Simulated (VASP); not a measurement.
# GaN in VASP: work function with PBEsol

Aim: the work function of GaN with PBEsol.

Everything below comes from runs of VASP 6.6.1. Logs are shortened: lines on timing, memory, paths and dates and some standing lists are left out, and cuts for length are marked.

## Step 1: Starting point

The cell holds a slab with vacuum, 8 atoms: a = 3.180 Å, b = 5.166 Å, c = 19.672 Å, α = 90.00°, β = 90.00°, γ = 90.00°.

## Step 2: Work function, PBEsol

INCAR

```
PREC = Accurate
ENCUT = 520
EDIFF = 1E-7
ISMEAR = 0
SIGMA = 0.05
LREAL = F
LASPH = T
NELM = 60
ALGO = Normal
ISIF = 2
LWAVE = F
LCHARG = T
LDIPOL = T
IDIPOL = 3
DIPOL = 0.5 0.5 0.500
GGA = PS
LVHAR = T
LVACPOTAV = T
KPAR = 8
```

KPOINTS

```
Automatic mesh
0
Gamma
  8 6 1
```

POSCAR

```
GaN                                     
1.0
    3.1800000000      0.0000000000      0.0000000000
    0.0000000000      5.1660000000      0.0000000000
    0.0000000000      0.0000000000     19.6719477120
  Ga              N             
     4     4
Direct
     0.0000000000000000    0.0217148267892847    0.4233538381405602
     0.4999999998999982    0.4957455852333726    0.4430230086856750
     0.5000000000000000    0.9957455852333729    0.5569769913143251
     0.9999999998999982    0.5217148267892846    0.5766461618594395
     0.0000000000000000    0.3675545645174564    0.4070902433258275
     0.4999999998999982    0.8649850234598866    0.4520309390992354
     0.5000000000000000    0.3649850234598861    0.5479690609007648
     0.9999999998999982    0.8675545645174561    0.5929097566741727
```

Potentials or basis: VASP PAW PBE potentials, release 64 (Ga_d, N).

Run with:

```console
cat potpaw_PBE.64/Ga_d/POTCAR potpaw_PBE.64/N/POTCAR > POTCAR
mpirun -np 8 vasp_std > vasp.out
```

OUTCAR:

```text
PREC = Accurate
   ENCUT = 520
   EDIFF = 1E-7
   ISMEAR = 0
   LREAL = F
   LASPH = T
   NELM = 60
   ISIF = 2
   GGA = PS

 ion  position               nearest neighbor table
   1  0.000  0.022  0.423-   5 1.82   6 1.87   6 1.87
   2  0.500  0.496  0.443-   5 1.86   5 1.86   6 1.92   7 2.17
   3  0.500  0.996  0.557-   8 1.86   8 1.86   7 1.92   6 2.17
   4  1.000  0.522  0.577-   8 1.82   7 1.87   7 1.87
   5  0.000  0.368  0.407-   1 1.82   2 1.86   2 1.86
   6  0.500  0.865  0.452-   1 1.87   1 1.87   2 1.92   3 2.17
   7  0.500  0.365  0.548-   4 1.87   4 1.87   3 1.92   2 2.17
   8  1.000  0.868  0.593-   4 1.82   3 1.86   3 1.86

  LATTYP: Found a simple orthorhombic cell.
 ALAT       =     3.1800000000
 B/A-ratio  =     1.6245283019
 C/A-ratio  =     6.1861470792

  Lattice vectors:

 A1 = (   3.1800000000,   0.0000000000,   0.0000000000)
 A2 = (   0.0000000000,   5.1660000000,   0.0000000000)
 A3 = (   0.0000000000,   0.0000000000,  19.6719477120)

Analysis of symmetry for initial positions (statically):
=====================================================================
 Subroutine PRICEL returns:
 Original cell was already a primitive cell.

 Routine SETGRP: Setting up the symmetry group for a
 simple orthorhombic supercell.

 Subroutine GETGRP returns: Found  4 space group operations
 (whereof  2 operations were pure point group operations)
 out of a pool of  8 trial point group operations.

The static configuration has the point symmetry C_1h.
 The point group associated with its full space group is C_2v.

Analysis of symmetry for dynamics (positions and initial velocities):
=====================================================================
 Subroutine PRICEL returns:
 Original cell was already a primitive cell.

 Routine SETGRP: Setting up the symmetry group for a
 simple orthorhombic supercell.

 Subroutine GETGRP returns: Found  4 space group operations
 (whereof  2 operations were pure point group operations)
 out of a pool of  8 trial point group operations.

The dynamic configuration has the point symmetry C_1h.
 The point group associated with its full space group is C_2v.

 Subroutine INISYM returns: Found  4 space group operations
 (whereof  2 operations are pure point group operations),
 and found     1 'primitive' translations

[... 107 lines left out ...]
   ISIF   =      2    stress and relaxation
   ISYM   =      2    0-nonsym 1-usesym 2-fastsym
   POTIM  = 0.5000    time-step for ionic-motion
   TEBEG  =    0.0;   TEEND  =   0.0 temperature during run
   PSTRESS=    0.0 pullay stress
   NELECT =      72.0000    total number of electrons
   NUPDOWN=      -1.0000    fix difference up-down
   EMIN   =  10.00;   EMAX   =-10.00  energy-range for DOS
   EFERMI =   0.00;   METHOD = LEGACY
   ISMEAR =     0;   SIGMA  =   0.05  broadening in eV -4-tet -1-fermi 0-gaus
   EFERMI_NEDOS =   21; number of points for ismear=-14 and -15
   IALGO  =     38    algorithm
   IMIX   =      4    mixing-type and parameters
     AMIX     =   0.40;   BMIX     =  1.00
     AMIX_MAG =   1.60;   BMIX_MAG =  1.00
  volume/ion in A,a.u.               =      40.40       272.61
  Fermi-wavevector in a.u.,A,eV,Ry     =   0.992452  1.875462 13.401199  0.984960
  Thomas-Fermi vector in A             =   2.124264
   LORBIT       =      0    0 simple, 1 ext, 2 COOP (PROOUT), +10 PAW based schemes
   GGA     = PS    functional components
   LHFCALC =     F    Hartree Fock is set to
   AEXX    =    0.0000 exact exchange contribution
   IVDW    =     0    specifies the selected vdW correction
   LEPSILON=     F    determine dielectric tensor
   LRPA    =     F    only Hartree local field effects (RPA)
 non-spin polarized calculation
 Gauss-broadening in eV      SIGMA  =   0.05
  energy-cutoff  :      520.00
  volume of cell :      323.17
 maximum number of plane-waves:      8784
 NGX is ok and might be reduce to    24
   NGX = 11   NGY = 19   NGZ = 73

 number of electron      71.9999965 magnetization

 dipolmoment           0.000000      0.000000      0.000000 electrons x Angstroem

 Free energy of the ion-electron system (eV)
  ---------------------------------------------------
  ext. energy  EPLUGINS =         0.00000000
  ---------------------------------------------------
  free energy    TOTEN  =       -49.17820440 eV

  energy without entropy =      -49.17820440  energy(sigma->0) =      -49.17820440

 E-fermi :  -2.4753     XC(G=0):  -4.0076

 val. band max:       -2.7342884030   @ k =   0.0000   0.1667   0.0000
 cond. band min:      -0.7988775992   @ k =   0.0000   0.0000   0.0000
 fundamental gap:      1.9354108038
 Fermi energy:        -2.4752533418

 k-point     1 :       0.0000    0.0000    0.0000
  band No.  band energies     occupation
      1     -18.6585      2.00000
      2     -18.2019      2.00000
      3     -17.6772      2.00000
      4     -17.5867      2.00000
      5     -16.3507      2.00000
      6     -16.3360      2.00000
[... 909 lines left out ...]
     42       3.3318      0.00000
     43       4.9656      0.00000

------------------------ aborting loop because EDIFF is reached ----------------------------------------

  FORCE on cell =-STRESS in cart. coord.  units (eV):
  Direction    XX          YY          ZZ          XY          YZ          ZX
  --------------------------------------------------------------------------------------
  -------------------------------------------------------------------------------------
  Total        4.1951614      4.6393118     -0.0917189      0.0000000      0.0000000      0.0000000
  in kB       20.7984213     23.0003934     -0.4547162      0.0000000      0.0000000      0.0000000
  external PRESSURE =      14.4480328 kB  Pullay stress =       0.0000000 kB

 VOLUME and BASIS-vectors are now :
 -----------------------------------------------------------------------------
  energy-cutoff  :      520.00
  volume of cell :      323.17
      direct lattice vectors                 reciprocal lattice vectors
     3.180000000  0.000000000  0.000000000     0.314465409  0.000000000  0.000000000
     0.000000000  5.166000000  0.000000000     0.000000000  0.193573364  0.000000000
     0.000000000  0.000000000 19.671947712     0.000000000  0.000000000  0.050833807

 POSITION                                       TOTAL-FORCE (eV/Angst)
 -----------------------------------------------------------------------------------
      0.00000      0.11218      8.32819         0.000000     -0.010364      0.006886
      1.59000      2.56102      8.71513         0.000000     -0.000240     -0.002762
      1.59000      5.14402     10.95682         0.000000     -0.000240      0.002762
      3.18000      2.69518     11.34375         0.000000     -0.010364     -0.006886
      0.00000      1.89879      8.00826         0.000000      0.004756      0.002550
      1.59000      4.46851      8.89233         0.000000      0.005848      0.003395
      1.59000      1.88551     10.77962         0.000000      0.005848     -0.003395
      3.18000      4.48179     11.66369         0.000000      0.004756     -0.002550
 -----------------------------------------------------------------------------------
    total drift:                                0.000000      0.002744     -0.000043

  FREE ENERGIE OF THE ION-ELECTRON SYSTEM (eV)
  ---------------------------------------------------
  free  energy   TOTEN  =       -49.1782043959 eV

  energy  without entropy=      -49.1782043959  energy(sigma->0) =      -49.17820440

 vacuum level on the upper side and lower side of the slab         3.076         3.076
```

OSZICAR:

```text
N       E                     dE             d eps       ncg     rms          rms(c)
DAV:   1     0.744554023017E+03    0.74455E+03   -0.34125E+04  1819   0.195E+03
DAV:   2     0.870019532417E+02   -0.65755E+03   -0.64017E+03  2185   0.501E+02
DAV:   3    -0.454528386225E+02   -0.13245E+03   -0.13026E+03  2111   0.193E+02
[... 20 lines left out ...]
DAV:  24    -0.491782022416E+02   -0.37360E-05   -0.27561E-07  1698   0.707E-03    0.467E-04
DAV:  25    -0.491782037331E+02   -0.14914E-05   -0.86530E-08  1353   0.168E-03    0.172E-04
DAV:  26    -0.491782040648E+02   -0.33176E-06   -0.16082E-08  1468   0.983E-04    0.605E-05
DAV:  27    -0.491782043542E+02   -0.28939E-06   -0.13265E-08  1304   0.824E-04    0.111E-04
DAV:  28    -0.491782043959E+02   -0.41715E-07   -0.48913E-09  1352   0.827E-04
   1 F= -.49178204E+02 E0= -.49178204E+02  d E =-.340997E-14
```

Run time: 4.9 min. Hardware: 8 MPI ranks of AMD EPYC 7R43 (Zen 3), shared host; peak memory 0.46 GiB.

What came out:

```yaml
Free_energy: -49.1782 eV
Largest_force: 0.012 eV/Å
Band_gap_on_the_k_mesh: 1.94 eV, indirect (least direct gap 1.99 eV)
Ionisation_potential_of_the_upper_face: 5.81 eV
```

Forces on the atoms (eV/Å):
```
Ga   0.000 -0.010  0.007
Ga   0.000  0.000 -0.003
Ga   0.000  0.000  0.003
Ga   0.000 -0.010 -0.007
N    0.000  0.005  0.003
N    0.000  0.006  0.003
N    0.000  0.006 -0.003
N    0.000  0.005 -0.003
```

Caveat: the PAW data sets were made with another functional, which shifts forces and pressure a little.
